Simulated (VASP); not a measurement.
Crystal: AgCl.

```
Ag Cl
1.0
     0.00000    2.80534    2.80534
     2.80534    0.00000    2.80534
     2.80534    2.80534    0.00000
Ag Cl
1 1
Direct
  0.00000 0.00000 0.00000
  0.50000 0.50000 0.50000
```

| Item | Value |
| --- | --- |
| Program | VASP 6.6.1 |
| Task | relaxation of cell and atoms |
| Functional | PBEsol |
| Potentials or basis | VASP PAW PBE potentials, release 64 (Ag, Cl) |
| Cutoff | 600 eV |
| k mesh | 8 × 8 × 8 |
| Occupations | gaussian, width 0.02 eV |
| Spin | no spin polarisation |

At the start: pressure -4.0 GPa; volume 22.08 Å³/atom.

Q: How do energy, volume and symmetry change on relaxing?

A: Over 3 steps the energy falls by 26.0 meV/atom and the volume is 20.20 Å³/atom (-8.5 %); space group Fm-3m (No. 225, to 0.05 Å).

Step by step:
| step | energy change (eV) | largest force (eV/Å) | pressure (GPa) | volume (Å³) |
| --- | --- | --- | --- | --- |
| 1 | 0.0000 | 0.0000 | -4.02 | 44.16 |
| 2 | -0.0515 | 0.0000 | -0.45 | 40.71 |
| 3 | -0.0520 | 0.0000 | -0.01 | 40.40 |

Final structure:
```
Ag Cl
1.0
     0.00000    2.72332    2.72332
     2.72332    0.00000    2.72332
     2.72332    2.72332    0.00000
Ag Cl
1 1
Cartesian
  0.0000 0.0000 0.0000
  2.7233 2.7233 2.7233
```

Caveat: the PAW data sets were made with another functional, which shifts forces and pressure a little.
